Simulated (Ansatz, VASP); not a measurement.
# AlN in VASP and in Ansatz

```xyz
2
Lattice="2.1603 2.1603 0.0000 -2.1603 2.1603 0.0000 0.0000 2.1603 2.1827" Properties=species:S:1:pos:R:3 pbc="T T T"
Al    0.0000    0.0000    0.0000
N    -1.0801    3.2404    1.0914
```

Change from the starting cell: film at in-plane strain -0.005.

Alike in both runs: task single point; functional LDA; k mesh 10 × 10 × 10; no spin polarisation.

|  | VASP | Ansatz |
| --- | --- | --- |
| version | VASP 6.6.1 | Ansatz 0.2.0 |
| potentials or method | VASP PAW LDA potentials, release 64 (Al, N), cutoff 520 eV | all-electron LAPW, scalar-relativistic |
| occupations | gaussian, width 0.01 eV | fixed |

Ansatz gave:

```
gap on the k mesh at the Fermi level (eV)       : 3.21
pressure (GPa)                                  : 1.0
largest component of the traceless stress (GPa) : 0.96
```

Problem. Which values does VASP return?

Solution. gap on the k mesh at the Fermi level (eV): 3.20; pressure (GPa): 1.6; largest component of the traceless stress (GPa): 0.95.

Ansatz ran all-electron here, so the differences hold the error of VASP's frozen core and of both bases.

A k mesh can miss the band edges.
